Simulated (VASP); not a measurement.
Here is a VASP 6.6.1 calculation.

Contents of INCAR:

```
ALGO = Fast
EDIFF = 1E-7
EDIFFG = -0.01
ENCUT = 300
GGA = PE
IBRION = 2
ISIF = 4
ISMEAR = 0
LASPH = T
LCHARG = F
LREAL = F
LWAVE = F
NELM = 80
NSW = 40
PREC = Accurate
SIGMA = 0.03
```

Contents of KPOINTS:

```
k-points
0
Gamma
  5 5 3
```

The input POSCAR:

```
HfS2                                    
1.0
    3.6408019519     -0.0000000000      0.0000000000
   -1.8204009759      3.1530269805     -0.0000000000
   -0.0000000000     -0.0000000000      6.3856181399
  Hf              S             
     1     2
Direct
     0.0000000000000000    0.0000000000000000    0.0000000000000000
     0.6666666699999979    0.3333333300000021    0.7744047078610247
     0.3333333300000021    0.6666666699999979    0.2255952921389753
```

Potentials or basis: VASP PAW PBE potentials, release 64 (Hf, S).

The run is started by

```sh
$ cat potpaw_PBE.64/Hf/POTCAR potpaw_PBE.64/S/POTCAR > POTCAR
$ mpirun -np 1 vasp_std > vasp.out
```

Question: Estimate the band gap on the k mesh.

Answer: 1.27 eV, indirect (least direct gap 2.03 eV).

Forces on the atoms (eV/Å):
```
Hf   0.000  0.000  0.000
S    0.000  0.000 -0.004
S    0.000  0.000  0.004
```

Caveat: the relaxation stopped at its first step, so nothing moved; spin-orbit coupling is left out, which moves the levels of the heavy elements; an odd mesh through Γ misses points on the zone boundary, where band edges often lie.

The gap isn't set beside the measured one, since this odd mesh misses points on the zone boundary.
